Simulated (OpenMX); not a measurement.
FePt (Tetraferroplatinum):

```
Pt Fe
1.0
     2.72350    0.00000    0.00000
     0.00000    2.72350    0.00000
     0.00000    0.00000    3.72000
Pt Fe
1 1
Direct
  0.50000 0.50000 0.50000
  0.00000 0.00000 0.00000
```

```yaml
Program: OpenMX 3.8.5
Task: single point
Functional: PBE
Potentials_or_basis: OpenMX 2013 PBE set, Pt7.0-s3p2d2f1, Fe6.0H-s3p2d2, grid cutoff 500 Ry
k_mesh: 11 × 11 × 7
Occupations: fermi-dirac, width 0.05 eV
Spin: collinear spin, ferromagnetic start
Starting_moments: "[0.0, 3.0] μB"
```

On this cell: pressure 4.5 GPa; largest force under 0.003 eV/Å; net moment 3.28 μB per cell; site moments Pt +0.24; Fe +3.04 μB; band gap on the k mesh none (metal or under the smearing width).

The same run follows on a disturbed copy (atoms moved at random, drawn with an rms of 0.05 Å):

```xyz
2
Lattice="2.7235 0.0000 0.0000 0.0000 2.7235 0.0000 0.0000 0.0000 3.7200" Properties=species:S:1:pos:R:3 pbc="T T T"
Pt    1.3525    1.3543    1.8681
Fe   -0.0239    0.0517    0.0431
```

Task: What does the disturbed cell give?

Result: The energy (extrapolated to zero smearing) moves by +7.8 meV/atom; pressure 4.8 GPa; largest force 0.432 eV/Å; net moment 3.28 μB per cell; site moments Pt +0.24; Fe +3.04 μB; band gap on the k mesh none (metal or under the smearing width).

Forces on the atoms (eV/Å):
```
Pt  -0.071  0.253  0.342
Fe   0.071 -0.246 -0.341
```

Caveats: the basis of atomic orbitals isn't converged, which shifts pressures, moduli and gaps.
